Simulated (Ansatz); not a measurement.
# Energy landscape near a Ta structure

All numbers below come from Ansatz 0.2.0, DFT PBE, scalar-relativistic, plane waves, PAW.

Plane waves to 420 eV, a k mesh through Γ of 16×16×16 on the computed 1-atom cell and Gaussian smearing (0.10 eV); no spin polarisation.

Reference cell:

```
CELL_PARAMETERS angstrom
0.00000 2.11000 2.11000
2.11000 0.00000 2.11000
2.11000 2.11000 0.00000
ATOMIC_POSITIONS crystal
Ta 0.00000 0.00000 0.00000
```

Each variant moves atoms of this cell by the vectors given, if any (Å), and then applies a symmetric strain (tensor components, Cartesian axes). The reference cell isn't relaxed at this level. Energies are per atom at zero smearing, counted from the lowest variant. Pressure is positive in compression.

1. strain (xx yy zz yz xz xy, %) 1.50 0.05 1.60 -0.82 0.48 0.17
2. strain (xx yy zz yz xz xy, %) -2.60 -2.60 -0.56 0.00 0.00 6.00
3. strain (xx yy zz yz xz xy, %) -1.46 0.04 -1.46 0.00 0.00 0.00
4. strain (xx yy zz yz xz xy, %) -2.16 -2.04 2.40 -0.45 -0.87 -0.05
5. strain (xx yy zz yz xz xy, %) 1.88 0.59 0.17 0.75 0.08 -0.54
6. strain (xx yy zz yz xz xy, %) -2.21 -2.21 -0.71 0.00 0.00 0.00
7. strain (xx yy zz yz xz xy, %) -3.37 -4.87 -3.37 -0.22 -0.51 0.22

| result | ΔE (meV/atom) | P (GPa) |
| --- | --- | --- |
| A | 35.4 | 11.52 |
| B | 177.5 | 28.83 |
| C | 8.2 | -4.29 |
| D | 0.0 | 3.90 |
| E | 11.0 | -5.17 |
| F | 90.4 | 13.31 |
| G | 12.5 | 6.45 |

**Question.** Which variant gave which result?

**Answer.** A is 6, B is 7, C is 5, D is 4, E is 1, F is 2, G is 3. The pressure falls as the cell grows: from the smallest volume to the largest the variants are 7, 2, 6, 3, 4, 5, 1.

Spin–orbit coupling is left out, which can shift energies with elements as heavy as these.

This fcc form isn't the element's structure at ambient conditions.